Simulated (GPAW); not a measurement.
Crystal: Sc.

```
Sc
1.0
     3.30900    0.00000    0.00000
    -1.65450    2.86568    0.00000
     0.00000    0.00000    5.27330
Sc
2
Cartesian
  1.6545 0.9552 3.9550
  0.0000 1.9105 1.3183
```

Program: GPAW 26.7.0. Alike in all runs: no spin polarisation; cell as given; cutoff (eV) 600.

**Question.** Order these runs on this cell by their pressure, lowest first.
A. level TASK; potentials or basis GPAW PAW data sets (gpaw-data 1.2.1), pw; k mesh 7 × 7 × 4; smearing fermi-dirac 0.05 eV; band path GMKGALHA,LM,KH; band points 100
B. level SOGGA; potentials or basis PAW data sets generated in the run's folder for this functional, pw; k mesh 7 × 7 × 4; smearing fermi-dirac 0.05 eV; band path GMKGALHA,LM,KH; band points 80
C. level PBE; potentials or basis GPAW PAW data sets (gpaw-data 1.2.1), pw; k mesh 9 × 9 × 5; smearing fermi-dirac 0.05 eV
D. level PBEsol+U; potentials or basis PAW data sets generated in the run's folder for this functional, pw; U Sc d U = 4.3 eV; k mesh 9 × 9 × 5; smearing fermi-dirac 0.05 eV; band path GMKGALHA,LM,KH; band points 100
E. level RPBE; potentials or basis the program's PAW data sets (release 1.2.1) made for this functional, pw; k mesh 9 × 9 × 5; smearing gaussian 0.05 eV

**Answer.** B (-3.1 GPa), C (-0.8 GPa), E (1.2 GPa), D (3.9 GPa), A (5.7 GPa).

Caveats: U without spin polarisation on a metal has little footing (some runs); the U is typed as a test and isn't derived for this compound (some runs); the PAW data sets were made with another functional, which shifts forces and pressure a little (some runs).

Not every run made on this cell is shown here.
